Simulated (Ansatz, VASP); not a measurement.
SrO in VASP and in Ansatz

File INCAR:

```
SYSTEM = SrO
ALGO = Normal ; EDIFF = 1E-7
ENCUT = 520 ; GGA = PE
ISIF = 2 ; ISMEAR = 0
LASPH = .TRUE. ; LCHARG = .FALSE.
LREAL = .FALSE. ; LWAVE = .FALSE.
NBANDS = 15 ; NELM = 100
PREC = Accurate ; SIGMA = 0.05
```

File KPOINTS:

```
k-points
0
G
  8 8 8
  0 0 0
```

File POSCAR:

```
SrO
1.0
    0.0000000000      2.5973917585      2.4934960882
    2.5973917585      0.0000000000      2.4934960882
    2.5973917585      2.5973917585      0.0000000000
Sr O
1 1
Direct
    0.0000000000      0.0000000000      0.0000000000
    0.5000000000      0.5000000000      0.5000000000
```

Input for Ansatz:

```yaml
crystal:
  lattice:
    - [0.0, 2.5973917585, 2.4934960882]
    - [2.5973917585, 0.0, 2.4934960882]
    - [2.5973917585, 2.5973917585, 0.0]
  atoms:
    - { symbol: Sr, position: [0.0, 0.0, 0.0] }
    - { symbol: O, position: [0.5, 0.5, 0.5] }
basis:
  ecutwfc: 420
kpoints:
  mp_grid: { grid: [8, 8, 8] }
hamiltonian:
  xc: pbe
scf:
  occupations: { method: gaussian, width: 0.05 }
output:
  forces: true
  stress: true
  eigenvalues: true
```

Change from the starting cell: strain +0.000 along x and y, -0.040 along z, atoms carried along.

Alike in both runs: task single point; functional PBE; k mesh 8 × 8 × 8; occupations gaussian, width 0.05 eV; no spin polarisation.

|  | VASP | Ansatz |
| --- | --- | --- |
| version | VASP 6.6.1 | Ansatz 0.2.0 |
| potentials or method | VASP PAW PBE potentials, release 64 (Sr_sv, O) | scalar-relativistic, plane waves, PAW |
| plane-wave cutoff (eV) | 520 | 420 |
| valence electrons in the cell | 16 | 16 |

Ansatz gave:

```
gap on the k mesh at the Fermi level (eV)       : 3.10
least direct gap on the mesh (eV)               : 3.31
pressure (GPa)                                  : 4.2
largest component of the traceless stress (GPa) : 4.19
```

Q: What did VASP give for the same quantities?

A: gap on the k mesh at the Fermi level (eV): 3.05; least direct gap on the mesh (eV): 3.27; pressure (GPa): 4.8; largest component of the traceless stress (GPa): 4.43.

A k mesh can miss the band edges.
